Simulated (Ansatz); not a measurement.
# Ge (P4_32_12) in Ansatz: band structure with LDA

Aim: the band structure of Ge with LDA.

All numbers are computed with Ansatz 0.2.0; they aren't measurements. Logs are shortened: lines on timing, memory, paths and dates and some standing lists are left out, and cuts for length are marked.

**Measured values to compare with.**

From “Properties of the exotic metastable ST12 germanium allotrope”, 2017, pmc:5216117, for a powder of Ge: band gap 0.74 ± 0.02 eV (optical).

The runs below are set against these values where they give the same quantity.

## (1) The crystal as given

Symmetry: P4_32_12, No. 96, tetragonal system. Conventional cell: a = 5.930 Å, b = 5.930 Å, c = 6.980 Å, α = 90.00°, β = 90.00°, γ = 90.00°. Ge (site symmetry 1) is surrounded by 4 Ge at 2.44 to 2.55 Å. Ge (site symmetry 2) is surrounded by 4 Ge at 2.44 to 2.55 Å.

This isn't the form of Ge at room conditions, which is diamond.

## (2) Band structure, LDA

The input, input.yaml:

```yaml
crystal:
  lattice:
    - [5.93, 0.0, 0.0]
    - [0.0, 5.93, 0.0]
    - [0.0, 0.0, 6.98]
  atoms:
    - { symbol: Ge, position: [0.375, 0.1667, 0.75] }
    - { symbol: Ge, position: [0.3333, 0.875, 0.5] }
    - { symbol: Ge, position: [0.625, 0.8333, 0.25] }
    - { symbol: Ge, position: [0.6667, 0.125, 0.0] }
    - { symbol: Ge, position: [0.875, 0.3333, 0.5] }
    - { symbol: Ge, position: [0.8333, 0.625, 0.75] }
    - { symbol: Ge, position: [0.125, 0.6667, 0.0] }
    - { symbol: Ge, position: [0.1667, 0.375, 0.25] }
    - { symbol: Ge, position: [0.575, 0.425, 0.25] }
    - { symbol: Ge, position: [0.925, 0.925, 0.5] }
    - { symbol: Ge, position: [0.425, 0.575, 0.75] }
    - { symbol: Ge, position: [0.075, 0.075, 0.0] }
hamiltonian:
  xc: lda
  pseudopotentials: { kind: paw }
kpoints:
  mp_grid: { grid: [5, 5, 4] }
  band_path:
    path:
      - [[0.0, 0.0, 0.0], [0.0, 0.5, 0.0], [0.5, 0.5, 0.0], [0.0, 0.0, 0.0], [0.0, 0.0, 0.5], [0.0, 0.5, 0.5], [0.5, 0.5, 0.5], [0.0, 0.0, 0.5]]
      - [[0.0, 0.5, 0.0], [0.0, 0.5, 0.5]]
      - [[0.5, 0.5, 0.0], [0.5, 0.5, 0.5]]
    npoints: 10
scf:
  occupations: { method: fermi_dirac, width: 0.05 }
  n_extra_bands: 30
output:
  forces: true
  stress: true
  eigenvalues: true
  fatbands: true
```

Potentials or basis: Ansatz PAW.

Run with:

```
$ ansatz run input.yaml --threads 4 --pin off --max-ram 11264MiB --backend cpu --events-out ev --progress --plain --runs-dir out
```

What it wrote:

```text
Warning: RAYON_NUM_THREADS=4 ignored (pool sized by the plan → 4); use --threads N
scf.n_extra_bands = 30 over 84 filled bands (N_el = 168.0): the run solves 114 bands
Engine: ansatz 0.2.0, x86_64-unknown-linux-gnu
Pseudopotentials: kind: paw
Pseudopotential: Ge, paw, valence charge 14, recommended cutoff 420 eV (normal), Ge.paw.azcp
Functional definition: SPW92
  exchange = slater_x
  correlation = pw_c
[... 61 lines left out ...]
--- Stress (GPa, compression-positive) ---
       -1.179391       0.000000       0.000000
        0.000000      -1.179391      -0.000000
        0.000000      -0.000000      -1.982367
  P = ⅓ Tr σ = -1.4470 GPa (-14.470 kbar)
--- Band table (eV; the first three rows and the last of 18) ---
  k-point 0: bands = ["-15.4884", "-15.4631", "-15.4631", "-15.4438", "-15.4412", "-15.4389", "-15.4389", "-15.4203", "-15.4068", "-15.4068", "-15.4014", "-15.4010", "-15.3971", "-15.3817", "-15.3502", "-15.3487", "-15.3487", "-15.3407", "-15.3343", "-15.3343", "-15.3273", "-15.3270", "-15.3268", "-15.3268", "-15.3083", "-15.3000", "-15.2955", "-15.2955", "-15.2781", "-15.2738", "-15.2738", "-15.2575", "-15.2479", "-15.2477", "-15.2477", "-15.2468", "-15.2371", "-15.2371", "-15.2272", "-15.2235", "-15.2210", "-15.2011", "-15.1996", "-15.1996", "-15.1792", "-15.1792", "-15.1616", "-15.1616", "-15.1554", "-15.1503", "-15.1473", "-15.1439", "-15.1393", "-15.1393", "-15.1308", "-15.1243", "-15.1144", "-15.0861", "-15.0861", "-15.0854", "-3.6109", "-1.1347", "-1.1347", "-0.4355", "0.2017", "0.2906", "0.2906", "2.7066", "2.9835", "2.9835", "3.4591", "3.5446", "5.1503", "5.2658", "5.2658", "5.6446", "5.7867", "6.0896", "6.0896", "7.0494", "8.1036", "8.1036", "8.1062", "8.8784", "10.4096", "10.4096", "10.4771", "11.3893", "12.3698", "12.6280", "12.8050", "12.9447", "13.4142", "13.4142", "13.7671", "13.7671", "14.8322", "15.0430", "15.6114", "15.6114", "15.6454", "15.9030", "16.3296", "16.3296", "16.3978", "16.7978", "16.8797", "16.8797", "17.4843", "17.4843", "17.5243", "18.2609", "18.3060", "18.5553"]
  k-point 1: bands = ["-15.4880", "-15.4755", "-15.4520", "-15.4430", "-15.4417", "-15.4413", "-15.4335", "-15.4244", "-15.4108", "-15.4040", "-15.4039", "-15.4031", "-15.3881", "-15.3724", "-15.3533", "-15.3492", "-15.3479", "-15.3411", "-15.3381", "-15.3344", "-15.3315", "-15.3283", "-15.3235", "-15.3228", "-15.3110", "-15.3017", "-15.2948", "-15.2941", "-15.2814", "-15.2761", "-15.2673", "-15.2672", "-15.2557", "-15.2523", "-15.2454", "-15.2420", "-15.2359", "-15.2309", "-15.2259", "-15.2226", "-15.2199", "-15.2100", "-15.1994", "-15.1892", "-15.1820", "-15.1734", "-15.1666", "-15.1599", "-15.1547", "-15.1535", "-15.1512", "-15.1397", "-15.1381", "-15.1371", "-15.1351", "-15.1257", "-15.1080", "-15.0907", "-15.0855", "-15.0845", "-3.4419", "-2.1431", "-0.3787", "-0.1673", "-0.0323", "0.2850", "0.8198", "2.0946", "2.5562", "3.4103", "3.4718", "3.5093", "4.4800", "4.6929", "5.9510", "6.1160", "6.4307", "6.5644", "6.5723", "6.8625", "7.7126", "8.0485", "8.1168", "8.1965", "10.7682", "10.9080", "11.0758", "11.3851", "11.4834", "11.5010", "11.8848", "12.0357", "13.0208", "13.7717", "14.4112", "14.5025", "14.9429", "15.1840", "15.3044", "15.3222", "15.5998", "15.9578", "16.0898", "16.1705", "16.5791", "16.7629", "17.1428", "17.3082", "17.4179", "17.5748", "18.2458", "18.2693", "18.6524", "18.7171"]
  k-point 2: bands = ["-15.4844", "-15.4844", "-15.4445", "-15.4445", "-15.4423", "-15.4423", "-15.4284", "-15.4284", "-15.4100", "-15.4100", "-15.4044", "-15.4044", "-15.3654", "-15.3654", "-15.3596", "-15.3596", "-15.3431", "-15.3431", "-15.3428", "-15.3428", "-15.3309", "-15.3309", "-15.3175", "-15.3175", "-15.3070", "-15.3070", "-15.2888", "-15.2888", "-15.2868", "-15.2868", "-15.2677", "-15.2677", "-15.2599", "-15.2599", "-15.2426", "-15.2426", "-15.2275", "-15.2275", "-15.2257", "-15.2257", "-15.2158", "-15.2158", "-15.1948", "-15.1948", "-15.1693", "-15.1693", "-15.1649", "-15.1649", "-15.1622", "-15.1622", "-15.1420", "-15.1420", "-15.1374", "-15.1374", "-15.1311", "-15.1311", "-15.0983", "-15.0983", "-15.0849", "-15.0849", "-2.9425", "-2.9425", "-0.2350", "-0.2350", "0.3474", "0.3474", "1.3407", "1.3407", "2.8869", "2.8869", "3.4741", "3.4741", "4.3886", "4.3886", "6.2070", "6.2070", "6.7824", "6.7824", "7.0978", "7.0978", "7.8477", "7.8477", "8.3484", "8.3484", "9.8120", "9.8120", "10.4751", "10.4751", "12.3061", "12.3061", "12.4031", "12.4031", "13.2846", "13.2846", "13.5900", "13.5900", "14.8408", "14.8408", "14.8926", "14.8926", "16.2338", "16.2338", "16.5758", "16.5758", "17.0110", "17.0110", "17.1200", "17.1200", "17.3885", "17.3885", "18.6905", "18.6905", "19.2870", "19.2870"]
  k-point 17: bands = ["-15.4689", "-15.4689", "-15.4651", "-15.4651", "-15.4325", "-15.4325", "-15.4308", "-15.4308", "-15.3969", "-15.3969", "-15.3907", "-15.3907", "-15.3837", "-15.3837", "-15.3733", "-15.3733", "-15.3464", "-15.3464", "-15.3366", "-15.3366", "-15.3222", "-15.3222", "-15.3134", "-15.3134", "-15.2937", "-15.2937", "-15.2888", "-15.2888", "-15.2736", "-15.2736", "-15.2670", "-15.2670", "-15.2525", "-15.2525", "-15.2431", "-15.2431", "-15.2214", "-15.2214", "-15.2137", "-15.2137", "-15.2075", "-15.2075", "-15.2012", "-15.2012", "-15.1863", "-15.1863", "-15.1776", "-15.1776", "-15.1579", "-15.1579", "-15.1573", "-15.1573", "-15.1380", "-15.1380", "-15.1347", "-15.1347", "-15.1091", "-15.1091", "-15.0965", "-15.0965", "-1.8453", "-1.8453", "-1.3469", "-1.3469", "-0.3962", "-0.3962", "0.0297", "0.0297", "3.9371", "3.9371", "4.3916", "4.3916", "6.1451", "6.1451", "6.5340", "6.5340", "6.9407", "6.9407", "7.3719", "7.3719", "7.8038", "7.8038", "8.1758", "8.1758", "10.2668", "10.2668", "10.6353", "10.6353", "11.3317", "11.3317", "11.7167", "11.7167", "12.2618", "12.2618", "12.8649", "12.8649", "13.8888", "13.8888", "14.4077", "14.4077", "15.2937", "15.2937", "15.6970", "15.6970", "16.4656", "16.4656", "16.8565", "16.8565", "17.9677", "17.9677", "18.6382", "18.6382", "19.3193", "19.3193"]
```

bands.tsv:

```text
[... 115 lines left out ...]
```

Run time: 72 s. Hardware: 4 threads of Intel Xeon Platinum 8259CL at 2.50GHz (Skylake/Cascade Lake), shared host; peak memory 1.8 GiB.

What came out:

| Quantity | Value |
| --- | --- |
| Free energy | -50587.0072 eV |
| Pressure | -1.4 GPa |
| Largest force | 0.820 eV/Å |
| Band gap on the k mesh | 0.61 eV, direct |
| Band gap along the path | 0.35 eV, direct |

Forces in eV/Å, atoms in the order of the input:
```
Ge  -0.315 -0.173  0.183
Ge   0.173 -0.315  0.183
Ge   0.315  0.173  0.183
Ge  -0.173  0.315  0.183
Ge  -0.315  0.173 -0.183
Ge   0.173  0.315 -0.183
Ge   0.315 -0.173 -0.183
Ge  -0.173 -0.315 -0.183
Ge   0.580 -0.580  0.000
Ge  -0.580 -0.580  0.000
Ge  -0.580  0.580  0.000
Ge   0.580  0.580  0.000
```

Levels at the corners of the path, in eV from the valence-band top:
| point | band 80 | band 81 | band 82 | band 83 | band 84 | band 85 | band 86 | band 87 | band 88 | band 89 |
| --- | --- | --- | --- | --- | --- | --- | --- | --- | --- | --- |
| Γ | -1.92 | -0.87 | -0.87 | -0.86 | -0.09 | 1.44 | 1.44 | 1.51 | 2.42 | 3.40 |
| X | -1.80 | -0.57 | -0.57 | -0.13 | -0.13 | 1.26 | 1.26 | 2.19 | 2.19 | 2.51 |
| M | -1.13 | -0.32 | -0.32 | -0.04 | -0.04 | 1.07 | 1.07 | 1.42 | 1.42 | 2.00 |
| Γ | -1.92 | -0.87 | -0.87 | -0.86 | -0.09 | 1.44 | 1.44 | 1.51 | 2.42 | 3.40 |
| Z | -1.87 | -1.12 | -1.12 | -0.62 | -0.62 | 0.84 | 0.84 | 1.51 | 1.51 | 3.34 |
| R | -1.14 | -0.82 | -0.82 | -0.42 | -0.42 | 0.69 | 0.69 | 1.40 | 1.40 | 2.52 |
| A | -1.41 | -1.06 | -1.06 | -1.06 | -1.06 | 1.20 | 1.20 | 1.20 | 1.20 | 2.09 |
| Z | -1.87 | -1.12 | -1.12 | -0.62 | -0.62 | 0.84 | 0.84 | 1.51 | 1.51 | 3.34 |
| X | -1.80 | -0.57 | -0.57 | -0.13 | -0.13 | 1.26 | 1.26 | 2.19 | 2.19 | 2.51 |
| R | -1.14 | -0.82 | -0.82 | -0.42 | -0.42 | 0.69 | 0.69 | 1.40 | 1.40 | 2.52 |
| M | -1.13 | -0.32 | -0.32 | -0.04 | -0.04 | 1.07 | 1.07 | 1.42 | 1.42 | 2.00 |
| A | -1.41 | -1.06 | -1.06 | -1.06 | -1.06 | 1.20 | 1.20 | 1.20 | 1.20 | 2.09 |

Caveat: the k mesh misses the band edges, so the gap on the mesh is wider than the one along the path; the PAW data sets come from PBE, with cores solved anew for the run's functional, which leaves a small shift of forces and pressure.

## (3) Against experiment

Step 2. Measured gap of Ge: 0.74 eV (optical; powder; “Properties of the exotic metastable ST12 germanium allotrope”, 2017, pmc:5216117). This calculation gives 0.35 eV (-0.39 eV). Spin-orbit coupling on Ge is left out. The value is that of LDA, without temperature or zero-point motion. Semilocal functionals fall short of measured gaps as a rule.
